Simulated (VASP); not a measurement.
# GaP (F-43m) in VASP: a series of runs

One crystal, GaP, is run at these levels: PBE; tasks: single point.

Program: VASP 6.6.1. These are calculated values, not measurements. Logs are shortened: lines on timing, memory, paths and dates and some standing lists are left out, and cuts for length are marked.

## (1) The structure

Symmetry: F-43m, No. 216, cubic system. The conventional cell has a = 5.452 Å, b = 5.452 Å, c = 5.452 Å, α = 90.00°, β = 90.00°, γ = 90.00°. Ga (site symmetry -43m) is surrounded by 4 P at 2.36 Å. Around P (site symmetry -43m) lie 4 Ga at 2.36 Å.

The cell is a database's computed one.

## (2) Single point, PBE

INCAR reads:

```
SYSTEM = GaP
PREC = Accurate
ENCUT = 520
EDIFF = 1E-6
ISMEAR = 0
SIGMA = 0.1
LREAL = .False.
LASPH = .True.
NELM = 60
ALGO = Normal
ISIF = 2
LWAVE = .False.
LCHARG = .False.
GGA = PE
NBANDS = 16
```

KPOINTS reads:

```
regular mesh
0
Gamma
  4 4 4
  0 0 0
```

POSCAR reads:

```
GaP
1.0
    0.0000000000      2.7258124945      2.7258124945
    2.7258124945      0.0000000000      2.7258124945
    2.7258124945      2.7258124945      0.0000000000
Ga P
1 1
Direct
    0.0000000000      0.0000000000      0.0000000000
    0.2500000000      0.2500000000      0.2500000000
```

Potentials or basis: VASP PAW PBE potentials, release 64 (Ga_d, P).

Launch:

```console
> cat potpaw_PBE.64/Ga_d/POTCAR potpaw_PBE.64/P/POTCAR > POTCAR
> mpirun -np 1 vasp_std > vasp.out
```

OUTCAR:

```text
SYSTEM = GaP
   PREC = Accurate
   ENCUT = 520
   EDIFF = 1E-6
   ISMEAR = 0
   LREAL = .False.
   LASPH = .True.
   NELM = 60
   ISIF = 2
   GGA = PE

 ion  position               nearest neighbor table
   1  0.000  0.000  0.000-   2 2.36   2 2.36   2 2.36   2 2.36
   2  0.250  0.250  0.250-   1 2.36   1 2.36   1 2.36   1 2.36

  LATTYP: Found a face centered cubic cell.
 ALAT       =     5.4516249890

  Lattice vectors:

 A1 = (   0.0000000000,   2.7258124945,   2.7258124945)
 A2 = (   2.7258124945,   0.0000000000,   2.7258124945)
 A3 = (   2.7258124945,   2.7258124945,   0.0000000000)

Analysis of symmetry for initial positions (statically):
=====================================================================
 Subroutine PRICEL returns:
 Original cell was already a primitive cell.

 Routine SETGRP: Setting up the symmetry group for a
 face centered cubic supercell.

 Subroutine GETGRP returns: Found 24 space group operations
 (whereof 24 operations were pure point group operations)
 out of a pool of 48 trial point group operations.

The static configuration has the point symmetry T_d .

Analysis of symmetry for dynamics (positions and initial velocities):
=====================================================================
 Subroutine PRICEL returns:
 Original cell was already a primitive cell.

 Routine SETGRP: Setting up the symmetry group for a
 face centered cubic supercell.

 Subroutine GETGRP returns: Found 24 space group operations
 (whereof 24 operations were pure point group operations)
 out of a pool of 48 trial point group operations.

The dynamic configuration has the point symmetry T_d .

 Subroutine INISYM returns: Found 24 space group operations
 (whereof 24 operations are pure point group operations),
 and found     1 'primitive' translations

----------------------------------------------------------------------------------------

                                     Primitive cell

  volume of cell :      40.5059

  direct lattice vectors                    reciprocal lattice vectors
     0.000000000  2.725812494  2.725812494    -0.183431546  0.183431546  0.183431546
     2.725812494  0.000000000  2.725812494     0.183431546 -0.183431546  0.183431546
     2.725812494  2.725812494  0.000000000     0.183431546  0.183431546 -0.183431546

  length of vectors
     3.854880998  3.854880998  3.854880998     0.317712757  0.317712757  0.317712757

  position of ions in fractional coordinates (direct lattice)
     0.000000000  0.000000000  0.000000000
     0.250000000  0.250000000  0.250000000

  ion indices of the primitive-cell ions
   primitive index   ion index
                 1           1
                 2           2

----------------------------------------------------------------------------------------

 KPOINTS: regular mesh

Automatic generation of k-mesh.
 Grid dimensions read from file:
 generate k-points for:    4    4    4

 Generating k-lattice:

  Cartesian coordinates                     Fractional coordinates (reciprocal lattice)
    -0.045857887  0.045857887  0.045857887     0.250000000  0.000000000  0.000000000
     0.045857887 -0.045857887  0.045857887     0.000000000  0.250000000  0.000000000
     0.045857887  0.045857887 -0.045857887     0.000000000  0.000000000  0.250000000

  Length of vectors
     0.079428189  0.079428189  0.079428189

  Shift w.r.t. Gamma in fractional coordinates (k-lattice)
     0.000000000  0.000000000  0.000000000

 Subroutine IBZKPT returns following result:
 ===========================================

 Found      8 irreducible k-points:

 Following reciprocal coordinates:
            Coordinates               Weight
  0.000000  0.000000  0.000000      1.000000
  0.250000  0.000000  0.000000      8.000000
  0.500000  0.000000  0.000000      4.000000
  0.250000  0.250000  0.000000      6.000000
  0.500000  0.250000  0.000000     24.000000
 -0.250000  0.250000  0.000000     12.000000
  0.500000  0.500000  0.000000      3.000000
 -0.250000  0.500000  0.250000      6.000000
   k-points           NKPTS =      8   k-points in BZ     NKDIM =      8   number of bands    NBANDS=     16
   number of dos      NEDOS =    301   number of ions     NIONS =      2
   total plane-waves  NPLWV =  27000
   dimension x,y,z NGX =    30 NGY =   30 NGZ =   30
   dimension x,y,z NGXF=    60 NGYF=   60 NGZF=   60
   ions per type =               1   1
   NGX,Y,Z   is equivalent  to a cutoff of  12.94, 12.94, 12.94 a.u.
   NGXF,Y,Z  is equivalent  to a cutoff of  25.88, 25.88, 25.88 a.u.
 SYSTEM =  GaP
   PREC   = accura    normal or accurate (medium, high low for compatibility)
   ISTART =      0    job   : 0-new  1-cont  2-samecut
   ICHARG =      2    charge: 1-file 2-atom 10-const
   ISPIN  =      1    spin polarized calculation?
   LNONCOLLINEAR =      F non collinear calculations
   LSORBIT =      F    spin-orbit coupling
   LASPH  =      T    aspherical Exc in radial PAW
   ENCUT  =  520.0 eV  38.22 Ry    6.18 a.u.   7.17  7.17  7.17*2*pi/ulx,y,z
   NELM   =     60;   NELMIN=  2; NELMDL= -5     # of ELM steps
   EDIFF  = 0.1E-05   stopping-criterion for ELM
   LREAL  =      F    real-space projection
   EDIFFG = 0.1E-04   stopping-criterion for IOM
   NSW    =      0    number of steps for IOM
   IBRION =     -1    ionic relax: 0-MD 1-quasi-New 2-CG
   NFREE  =      0    steps in history (QN), initial steepest desc. (CG)
   ISIF   =      2    stress and relaxation
   ISYM   =      2    0-nonsym 1-usesym 2-fastsym
   POTIM  = 0.5000    time-step for ionic-motion
   TEBEG  =    0.0;   TEEND  =   0.0 temperature during run
   PSTRESS=    0.0 pullay stress
   NELECT =      18.0000    total number of electrons
   NUPDOWN=      -1.0000    fix difference up-down
   EMIN   =  10.00;   EMAX   =-10.00  energy-range for DOS
   EFERMI =   0.00;   METHOD = LEGACY
   ISMEAR =     0;   SIGMA  =   0.10  broadening in eV -4-tet -1-fermi 0-gaus
   EFERMI_NEDOS =   21; number of points for ismear=-14 and -15
   IALGO  =     38    algorithm
   IMIX   =      4    mixing-type and parameters
     AMIX     =   0.40;   BMIX     =  1.00
     AMIX_MAG =   1.60;   BMIX_MAG =  1.00
  volume/ion in A,a.u.               =      20.25       136.67
  Fermi-wavevector in a.u.,A,eV,Ry     =   1.249280  2.360796 21.234610  1.560700
  Thomas-Fermi vector in A             =   2.383328
   LORBIT       =      0    0 simple, 1 ext, 2 COOP (PROOUT), +10 PAW based schemes
   GGA     = PE    functional components
   LHFCALC =     F    Hartree Fock is set to
   AEXX    =    0.0000 exact exchange contribution
   IVDW    =     0    specifies the selected vdW correction
   LEPSILON=     F    determine dielectric tensor
   LRPA    =     F    only Hartree local field effects (RPA)
 non-spin polarized calculation
 Gauss-broadening in eV      SIGMA  =   0.10
  energy-cutoff  :      520.00
  volume of cell :       40.51
 maximum number of plane-waves:      1106
 NGX is ok and might be reduce to    30
   NGX = 15   NGY = 15   NGZ = 15

 number of electron      17.9999989 magnetization

 Free energy of the ion-electron system (eV)
  ---------------------------------------------------
  ext. energy  EPLUGINS =         0.00000000
  ---------------------------------------------------
  free energy    TOTEN  =        -8.97652716 eV

  energy without entropy =       -8.97652716  energy(sigma->0) =       -8.97652716

 E-fermi :   5.1352     XC(G=0):  -9.8079

 val. band max:        4.6924228312   @ k =   0.0000   0.0000   0.0000
 cond. band min:       6.3223726596   @ k =   0.5000   0.5000   0.0000
 fundamental gap:      1.6299498284
 Fermi energy:         5.1351649745

 k-point     1 :       0.0000    0.0000    0.0000
  band No.  band energies     occupation
      1      -9.9045      2.00000
      2      -9.9045      2.00000
      3      -9.9045      2.00000
      4      -9.8063      2.00000
      5      -9.8063      2.00000
      6      -7.8030      2.00000
[... 8 lines left out ...]
     15      14.4547      0.00000
     16      14.4547      0.00000

 k-point     2 :       0.2500    0.0000    0.0000
  band No.  band energies     occupation
      1      -9.9470      2.00000
      2      -9.8899      2.00000
      3      -9.8899      2.00000
      4      -9.8050      2.00000
      5      -9.8050      2.00000
      6      -7.0272      2.00000
[... 8 lines left out ...]
     15      13.6493      0.00000
     16      14.5996      0.00000

 k-point     3 :       0.5000    0.0000    0.0000
  band No.  band energies     occupation
      1      -9.9839      2.00000
      2      -9.8800      2.00000
      3      -9.8800      2.00000
      4      -9.7989      2.00000
      5      -9.7989      2.00000
      6      -5.7338      2.00000
[... 8 lines left out ...]
     15      16.3603      0.00000
     16      16.3603      0.00000

 k-point     4 :       0.2500    0.2500    0.0000
  band No.  band energies     occupation
      1      -9.9702      2.00000
      2      -9.8729      2.00000
      3      -9.8729      2.00000
      4      -9.8223      2.00000
      5      -9.7955      2.00000
      6      -6.7655      2.00000
[... 8 lines left out ...]
     15      15.4066      0.00000
     16      17.3737      0.00000

 k-point     5 :       0.5000    0.2500    0.0000
  band No.  band energies     occupation
      1      -9.9952      2.00000
      2      -9.8660      2.00000
      3      -9.8582      2.00000
      4      -9.8208      2.00000
      5      -9.7937      2.00000
      6      -5.4107      2.00000
[... 8 lines left out ...]
     15      16.4551      0.00000
     16      17.8868      0.00000

 k-point     6 :      -0.2500    0.2500    0.0000
  band No.  band energies     occupation
      1      -9.9786      2.00000
      2      -9.8758      2.00000
      3      -9.8711      2.00000
      4      -9.8076      2.00000
      5      -9.8045      2.00000
      6      -5.9218      2.00000
[... 8 lines left out ...]
     15      15.7542      0.00000
     16      18.0061      0.00000

 k-point     7 :       0.5000    0.5000    0.0000
  band No.  band energies     occupation
      1     -10.0197      2.00000
      2      -9.8418      2.00000
      3      -9.8397      2.00000
      4      -9.8397      2.00000
      5      -9.7847      2.00000
      6      -4.8286      2.00000
[... 8 lines left out ...]
     15      17.0729      0.00000
     16      17.6781      0.00000

 k-point     8 :      -0.2500    0.5000    0.2500
  band No.  band energies     occupation
      1     -10.0003      2.00000
      2      -9.8664      2.00000
      3      -9.8452      2.00000
      4      -9.8213      2.00000
      5      -9.7975      2.00000
      6      -4.7360      2.00000
[... 8 lines left out ...]
     15      16.5738      0.00000
     16      18.4074      0.00000

------------------------ aborting loop because EDIFF is reached ----------------------------------------

  FORCE on cell =-STRESS in cart. coord.  units (eV):
  Direction    XX          YY          ZZ          XY          YZ          ZX
  --------------------------------------------------------------------------------------
  -------------------------------------------------------------------------------------
  Total        0.7057823      0.7057823      0.7057823     -0.0000000      0.0000000     -0.0000000
  in kB       27.9166585     27.9166585     27.9166585     -0.0000000      0.0000000     -0.0000000
  external PRESSURE =      27.9166585 kB  Pullay stress =       0.0000000 kB

 VOLUME and BASIS-vectors are now :
 -----------------------------------------------------------------------------
  energy-cutoff  :      520.00
  volume of cell :       40.51
      direct lattice vectors                 reciprocal lattice vectors
     0.000000000  2.725812494  2.725812494    -0.183431546  0.183431546  0.183431546
     2.725812494  0.000000000  2.725812494     0.183431546 -0.183431546  0.183431546
     2.725812494  2.725812494  0.000000000     0.183431546  0.183431546 -0.183431546

 POSITION                                       TOTAL-FORCE (eV/Angst)
 -----------------------------------------------------------------------------------
      0.00000      0.00000      0.00000         0.000000      0.000000     -0.000000
      1.36291      1.36291      1.36291        -0.000000     -0.000000      0.000000
 -----------------------------------------------------------------------------------
    total drift:                                0.000002      0.000002      0.000002

  FREE ENERGIE OF THE ION-ELECTRON SYSTEM (eV)
  ---------------------------------------------------
  free  energy   TOTEN  =        -8.9765271615 eV

  energy  without entropy=       -8.9765271615  energy(sigma->0) =       -8.97652716
```

It used 7.2 s of CPU time on 1 thread of AMD EPYC 7R13 Processor (Zen 3), on a shared host, which was overloaded at the time.

What came out:

* Free energy: -8.9765 eV
* Pressure: 2.8 GPa
* Band gap on the k mesh: 1.63 eV, indirect (least direct gap 1.81 eV)

Caveat: the k mesh is coarse (spacing up to 0.50 Å⁻¹), so the values aren't converged. PBE gaps usually lie below the measured ones, often by a third to a half.

## (3) Single point, PBE

INCAR reads:

```
SYSTEM = GaP
  ALGO = Normal
  EDIFF = 1E-6
  ENCUT = 520
  GGA = PE
  ISIF = 2
  ISMEAR = 0
  LASPH = .TRUE.
  LCHARG = .TRUE.
  LELF = .TRUE.
  LREAL = .FALSE.
  LVHAR = .TRUE.
  LWAVE = .FALSE.
  NBANDS = 16
  NELM = 60
  PREC = Accurate
  SIGMA = 0.1
```

KPOINTS reads:

```
k-points
0
G
  4 4 4
  0 0 0
```

POSCAR is that of step 2.

Potentials or basis: VASP PAW PBE potentials, release 64 (Ga_d, P).

Launch:

```console
> cat potpaw_PBE.64/Ga_d/POTCAR potpaw_PBE.64/P/POTCAR > POTCAR
> mpirun -np 1 vasp_std > vasp.out
```

It took 16 s on 1 thread of AMD EPYC 7R13 (Zen 3), shared host; peak memory 0.13 GiB.

It converged, with:

| Quantity | Value |
| --- | --- |
| Free energy | -8.9765 eV |
| Pressure | 2.8 GPa |
| Band gap on the k mesh | 1.63 eV, indirect (least direct gap 1.81 eV) |

Levels at points of the mesh, in eV from the valence-band top:
```
           k point  band 5  band 6  band 7  band 8  band 9  band 10  band 11  band 12  band 13  band 14
(0.00, 0.00, 0.00)  -14.50  -12.50    0.00    0.00    0.00     1.81     3.86     3.86     3.86     8.79
(0.50, 0.00, 0.00)  -14.49  -10.43   -6.65   -1.12   -1.12     1.65     4.69     4.69     8.27    10.89
(0.50, 0.50, 0.00)  -14.48   -9.52   -6.78   -2.69   -2.69     1.63     1.80    10.57    10.57    11.20
```

Caveat: the k mesh is coarse (spacing up to 0.50 Å⁻¹), so the values aren't converged. A k mesh can miss the band edges.

## (4) Single point, PBE

This run uses another cell than the first one, of 22.08 Å³/atom, 1.090 times its volume.

INCAR reads:

```
PREC = Accurate ; ENCUT = 520
EDIFF = 1E-7 ; ISMEAR = -1
SIGMA = 0.27 ; LREAL = False
LASPH = True ; NELM = 60
ALGO = Fast ; ISIF = 2
LWAVE = False ; LCHARG = False
GGA = PE ; NBANDS = 16
```

KPOINTS reads:

```
Automatic mesh
0
Gamma
  2 2 2
```

POSCAR reads:

```
GaP
1.0
    0.0000000000      2.8052493940      2.8052493940
    2.8052493940      0.0000000000      2.8052493940
    2.8052493940      2.8052493940      0.0000000000
Ga P
1 1
Direct
    0.0000000000      0.0000000000      0.0000000000
    0.2500000000      0.2500000000      0.2500000000
```

Launch:

```console
> cat potpaw_PBE.64/Ga_d/POTCAR potpaw_PBE.64/P/POTCAR > POTCAR
> mpirun -np 1 vasp_std > vasp.out
```

It used 5.9 s of CPU time on 1 thread of AMD EPYC 7R13 Processor (Zen 3), with other jobs on the host, which was overloaded at the time.

The run converged. Its results:

* Free energy: -7.0634 eV
* Pressure: 3.0 GPa
* Band gap on the k mesh: 1.05 eV, direct

Levels at points of the mesh, in eV from the valence-band top:
```
           k point  band 6  band 7  band 8  band 9  band 10  band 11  band 12  band 13
(0.00, 0.00, 0.00)  -11.92    0.00    0.00    0.00     1.05     3.68     3.68     3.68
(0.50, 0.00, 0.00)  -10.09   -6.31   -1.04   -1.04     1.28     4.54     4.54     8.01
(0.50, 0.50, 0.00)   -9.25   -6.55   -2.48   -2.48     1.65     1.75     9.82     9.82
```

Caveat: the k mesh is coarse (spacing up to 0.97 Å⁻¹), so the values aren't converged. As with any semilocal functional, this PBE gap is likely too small.

[end of part 1 of 2]
